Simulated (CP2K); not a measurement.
Be under changes of volume

One of the cells (8.105 Å³/atom); the others are scaled copies at fixed shape and fractional positions:

```
CELL_PARAMETERS angstrom
2.28530 0.00000 0.00000
-1.14265 1.97913 0.00000
0.00000 0.00000 3.58420
ATOMIC_POSITIONS crystal
Be 0.66667 0.33333 0.75000
Be 0.33333 0.66667 0.25000
```

```yaml
Program: CP2K 2026.2
Functional: PBE
Potentials_or_basis: POTENTIAL_UZH Be GTH-PBE-q2; TZVP-MOLOPT-PBE-GTH basis
Density_cutoff: 11565 eV
k_mesh: 13 × 13 × 8
Occupations: fermi-dirac, width 0.05 eV
Spin: no spin polarisation
```

```tsv
volume (Å³/atom)	energy over the lowest point (meV/atom)	pressure (GPa)
7.619	0.57	2.2
7.781	0.00	-0.4
7.943	1.87	-2.7
8.105	5.53	-5.0
8.268	11.70	-7.0
8.430	19.73	-8.8
8.592	?	?
```

**Question.** What does the run at 8.592 Å³/atom give?

**Answer.** Energy over the lowest point 29.65 meV/atom; pressure -10.5 GPa.

Worked out: A Birch-Murnaghan fit of order 3 (a polynomial in V^(-2/3)) to the other rows has its minimum at 7.74 Å³/atom with B0 = V·E''(V) = 104 GPa (rough, since the energies scatter) at fixed shape and positions, which overstates the stiffness. It gives 29.82 meV/atom at 8.592 Å³/atom, against the run's 29.65, and -dE/dV = -10.9 GPa, against -10.5.

Energies are extrapolated to zero smearing.

Caveats: the basis of atomic orbitals isn't converged, which shifts pressures, moduli and gaps.
